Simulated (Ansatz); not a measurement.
# Biaxial strain in BP (F-43m)

```xyz
2
Lattice="2.2683 2.2683 0.0000 -2.2683 2.2683 0.0000 0.0000 2.2683 2.2683" Properties=species:S:1:pos:R:3 pbc="T T T"
B     0.0000    0.0000    0.0000
P     1.1341    3.4024    1.1341
```

This cell was relaxed by PAW under r²SCAN. A film on a (001) substrate is mimicked by stretching x and y by ε∥; the length along z and the atoms then relax by PAW (default files of Ansatz 0.2.0, cutoff 500 eV, stress met within about 0.05 GPa). Stress and levels come from r²SCAN, PAW on Ansatz 0.2.0's default frozen-core files (fitted under PBE), scalar-relativistic; k mesh 8×8×8, fixed occupations, cutoff 500 eV. Conduction levels are in eV over the valence top, at fixed fractional wave vectors («min» is a refined band extremum of the unstrained crystal off the named points).

```csv
ε∥ (%),ε⊥ (%),"σ∥ (GPa, tension positive)",min ⊥ z,min ∥ z,X ⊥ z,X ∥ z,2nd valence level at Γ,3rd
-2.0,0.820,-8.72,1.136,1.513,1.225,1.556,0.000,-0.311
-1.0,?,?,?,?,?,?,?,?
-0.5,0.220,-2.07,1.342,1.438,1.432,1.516,0.000,-0.076
0.0,0.000,-0.02,1.410,1.410,1.500,1.500,0.000,0.000
0.5,-0.210,1.97,1.404,1.309,1.494,1.412,-0.073,-0.073
1.0,-0.404,3.89,1.400,1.213,1.491,1.328,-0.142,-0.142
2.0,-0.813,7.52,1.395,1.022,1.486,1.162,-0.278,-0.278
```

The last two columns are counted from the highest valence level at Γ.

**Question.** How does the film contract along z, and how stiff is it in the plane?

**Answer.** Quadratic fits through the 6 rows shown have slopes dε⊥/dε∥ = -0.409 and dσ∥/dε∥ = 405.7 GPa at zero strain. Elasticity asks −2C12/C11 = -0.408 and C11 + C12 − 2C12²/C11 = 404.9 GPa, from PAW constants C11 = 361.3, C12 = 73.7 GPa. At the level of the σ∥ column the films keep up to 0.06 GPa along z against the unstrained cell; this and the cubic term, which a quadratic fit over ±2 % leaves out, limit the agreement.

**Question.** Which shear deformation potential b does the valence splitting give?

**Answer.** Without spin-orbit coupling the single level moves against the pair by 3b(ε⊥ − ε∥): -0.0761 eV at ε⊥ − ε∥ = 0.00720 and 0.0731 eV at -0.00710, so b = -3.48 eV.

**Question.** And the uniaxial potential of the lowest valleys?

**Answer.** The valley along z moves against those in the plane by Ξu(ε⊥ − ε∥): from 0.0961 to -0.0947 eV between the two smallest strains, so Ξu = 13.34 eV.

**Question.** Fill the row at ε∥ = -1.0 %.

**Answer.** The fits give ε⊥ = 0.413 % and σ∥ = -4.22 GPa. Computed: ε⊥ (%) = 0.413, σ∥ (GPa, tension positive) = -4.21, min ⊥ z = 1.274, min ∥ z = 1.463, X ⊥ z = 1.364, X ∥ z = 1.529, 2nd valence level at Γ = 0.000, 3rd = -0.151. The levels have a kink at zero strain, where another valence state takes the top, so one parabola doesn't fit them.

**Question.** What is the slope of the gap under small compression and under small tension?

**Answer.** dE_g/dε∥ is 137 meV per % on the compressed side and -201 on the stretched side, so the gap falls either way. The lowest conduction level lies at min ⊥ z under the strongest compression and at min ∥ z under the strongest tension.

Limits of these numbers: frozen-core PAW files fitted under PBE, their cores solved anew for the functional of the run; semilocal gaps are low, and the spacing of valleys can be off by tenths of an eV; levels are read at fixed fractional k, so an edge that moves off these points is missed; with spin-orbit coupling the valence top splits by 2|b| and not 3|b| times the shear while that is small against the spin-orbit gap, so the gap's slopes differ from these.
